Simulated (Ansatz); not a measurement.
## Molecular dynamics of Na

Input:

```yaml
accuracy: low
crystal:
  lattice:
    - [8.863454, 0.0, 0.0]
    - [0.0, 8.863454, 0.0]
    - [0.0, 0.0, 8.863454]
  atoms:
    - { symbol: Na, position: [0.11801495, -0.00017604, 0.17794113] }
    - { symbol: Na, position: [0.39260996, -0.43601494, -0.30192221] }
    - { symbol: Na, position: [0.18674436, 0.90915036, -0.17589208] }
    - { symbol: Na, position: [-0.28844443, 0.24453578, 0.67121557] }
    - { symbol: Na, position: [0.15488098, 0.2254146, 0.63200493] }
    - { symbol: Na, position: [0.46997706, 0.79837373, -0.09611064] }
    - { symbol: Na, position: [0.44403743, -0.04323945, 0.46173906] }
    - { symbol: Na, position: [0.62067534, 0.0261245, 0.14823299] }
    - { symbol: Na, position: [0.07332199, 0.4296761, 0.37995518] }
    - { symbol: Na, position: [0.36131499, 0.64064503, 0.27728941] }
    - { symbol: Na, position: [0.04127293, 0.52768028, 1.02927465] }
    - { symbol: Na, position: [0.6753107, 0.66948739, 0.24383308] }
    - { symbol: Na, position: [0.93369676, 0.84862495, 0.41754734] }
    - { symbol: Na, position: [0.43738491, 0.34921424, 1.00159583] }
    - { symbol: Na, position: [0.59323885, 0.29708496, 0.35788761] }
    - { symbol: Na, position: [0.78596324, 0.51341849, 0.77540815] }
basis:
  ecutwfc: 420.0
kpoints:
  mp_grid: { grid: [1, 1, 1] }
hamiltonian:
  xc: pbe
scf:
  occupations: { method: fermi_dirac, width: 0.11 }
  lower_state_search: "off"
  max_iter: 59
md:
  timestep: 20
  n_steps: 200
  ensemble: nve
  temperature: 780.0
  initial_velocities: maxwell_boltzmann
  seed: 384010
```

Launched with:

```bash
$ ansatz run input.yaml --threads 1 --pin off --max-ram 3072MiB --backend cpu --events-out ev --progress --plain --runs-dir out
```

It goes on from the last frame of an earlier run, with new velocities.

Output, in part (step lines):

```
md step     0: t =     0.00 fs  T =   780.0 K  F+E_penalty+E_count = -23778.07381362 eV  E_kin = 1.512342 eV  conserved = -23776.56147163 eV  (9 SCF iters)
md step     1: t =    20.00 fs  T =   781.8 K  F+E_penalty+E_count = -23778.06439016 eV  E_kin = 1.515879 eV  conserved = -23776.54851119 eV  (10 SCF iters)
md step     2: t =    40.00 fs  T =   964.5 K  F+E_penalty+E_count = -23778.44544535 eV  E_kin = 1.870114 eV  conserved = -23776.57533117 eV  (9 SCF iters)
md step     3: t =    60.00 fs  T =  1160.7 K  F+E_penalty+E_count = -23778.84516182 eV  E_kin = 2.250506 eV  conserved = -23776.59465617 eV  (9 SCF iters)
md step     4: t =    80.00 fs  T =  1232.4 K  F+E_penalty+E_count = -23778.97122867 eV  E_kin = 2.389574 eV  conserved = -23776.58165418 eV  (9 SCF iters)
md step     5: t =   100.00 fs  T =  1214.3 K  F+E_penalty+E_count = -23778.92813103 eV  E_kin = 2.354450 eV  conserved = -23776.57368078 eV  (8 SCF iters)
md step     6: t =   120.00 fs  T =  1172.9 K  F+E_penalty+E_count = -23778.83098153 eV  E_kin = 2.274191 eV  conserved = -23776.55679051 eV  (8 SCF iters)
md step     7: t =   140.00 fs  T =  1193.7 K  F+E_penalty+E_count = -23778.87752872 eV  E_kin = 2.314557 eV  conserved = -23776.56297156 eV  (8 SCF iters)
[... lines left out ...]
md step   199: t =  3980.00 fs  T =  1205.1 K  F+E_penalty+E_count = -23778.91340807 eV  E_kin = 2.336474 eV  conserved = -23776.57693449 eV  (9 SCF iters)
md step   200: t =  4000.00 fs  T =  1187.9 K  F+E_penalty+E_count = -23778.88005539 eV  E_kin = 2.303204 eV  conserved = -23776.57685182 eV  (9 SCF iters)
```

The steps, from the saved trajectory:

```tsv
time (fs)	T (K)	potential energy less start (eV)	conserved less start (meV/atom)
0.0	780	0.000	0.00
120.0	1173	-0.757	0.29
240.0	855	-0.182	-2.32
360.0	952	-0.327	0.40
480.0	1000	-0.427	0.03
600.0	998	-0.420	0.13
720.0	1033	-0.516	-1.62
840.0	892	-0.204	0.77
960.0	1132	-0.710	-1.68
1080.0	965	-0.379	-1.31
1200.0	845	-0.128	-0.15
1320.0	1071	-0.579	-0.98
1440.0	853	-0.148	-0.38
1560.0	919	-0.275	-0.35
1680.0	1121	-0.648	0.82
1800.0	951	-0.350	-1.19
1920.0	1125	-0.723	-3.33
2040.0	1286	-1.005	-1.45
2160.0	973	-0.379	-0.34
2280.0	1078	-0.605	-1.68
2400.0	1011	-0.461	-0.88
2520.0	1089	-0.609	-0.59
2640.0	866	-0.188	-1.34
2760.0	1027	-0.513	-2.14
2880.0	1034	-0.502	-0.66
3000.0	1158	-0.739	-0.38
3120.0	945	-0.308	0.75
3240.0	900	-0.217	1.00
3360.0	1045	-0.534	-1.21
3480.0	845	-0.113	0.87
3600.0	698	0.195	2.24
3720.0	1092	-0.621	-1.01
3840.0	1016	-0.463	-0.37
3960.0	1135	-0.722	-2.06
```

The run went to its last step. The conserved energy stayed within 3.7 meV per atom of its start (net change -0.96 meV per atom), so there is no drift, though single steps change it by up to 69 meV in the whole system, a sign of fast motions only just resolved. A run of 4 ps of so small a system gives no equilibrium averages. Limits of this set-up: coarse k mesh, low accuracy level.

Mean squared displacements from the first frame to the last, about the centre of mass: Na 41.91 Å².

Last frame:

```xyz
16
Lattice="8.8635 0.0000 0.0000 0.0000 8.8635 0.0000 0.0000 0.0000 8.8635" Properties=species:S:1:pos:R:3
Na 5.875 -1.386 1.556
Na 7.200 -13.298 -1.131
Na 0.665 3.517 -6.398
Na -0.031 -0.586 2.439
Na -3.640 -1.244 6.645
Na 7.656 9.465 5.202
Na 4.781 3.290 6.506
Na 2.572 0.164 1.315
Na -1.391 1.434 0.147
Na 3.388 6.545 4.454
Na -7.247 10.402 14.203
Na 11.625 5.778 -0.075
Na 4.335 12.342 1.478
Na 10.024 4.468 5.920
Na -2.308 4.961 4.065
Na 9.677 7.330 6.854
```

Run time: 8.3 min on 1 thread of Intel(R) Xeon(R) 6975P-C (Granite Rapids), on a shared host, peak memory 0.7 GiB.
